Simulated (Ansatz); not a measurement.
# ZrS2: the cost of one run

Code: Ansatz 0.2.0. PAW datasets, plane waves, zero pressure. Spin-unpolarised throughout; all numbers are computed.

### 1 The cell

This is the cell as the run starts from it, not yet at rest; its lengths are not the crystal's.

The symmetry is P-3m1 (No. 164, trigonal); conventional cell a = 4.083 Å, c = 6.236 Å, 30.02 Å³ an atom. Zr has 6 S at 2.88 Å; S has 3 Zr at 2.88 Å.

Coordinates:

```xyz
3
Lattice="4.0834 0.0000 0.0000 -2.0417 3.5363 0.0000 0.0000 0.0000 6.2360" Properties=species:S:1:pos:R:3 pbc="T T T"
Zr    0.0000    0.0000    0.0000
S     0.0000    2.3575    1.6592
S     2.0417    1.1788    4.5767
```

### 2 PBE-D3(BJ): cell and atoms

Contents of input.yaml:

```yaml
crystal:
  lattice:
    - [4.0833875, 0.0, 0.0]
    - [-2.04169375, 3.5363173085, 0.0]
    - [0.0, 0.0, 6.23597125]
  atoms:
    - { symbol: Zr, position: [0.0, 0.0, 0.0] }
    - { symbol: S, position: [0.3333333333, 0.6666666667, 0.2660749318] }
    - { symbol: S, position: [0.6666666667, 0.3333333333, 0.7339250682] }
kpoints:
  mp_grid: { grid: [6, 6, 4] }
hamiltonian:
  xc: pbe
  dispersion: d3bj
scf:
  occupations: { method: fermi_dirac, width: 0.02 }
relax:
  f_tol: 0.005
  cell: {}
```

Started as:

```bash
ansatz run input.yaml --threads 2 --pin off --max-ram 2211MiB --backend cpu --events-out ev --progress --plain --runs-dir out
```

Q: Estimate wall time and peak memory on 2 threads of Arm Neoverse V1, shared host.

About 7 s, with a peak of 0.44 GiB.
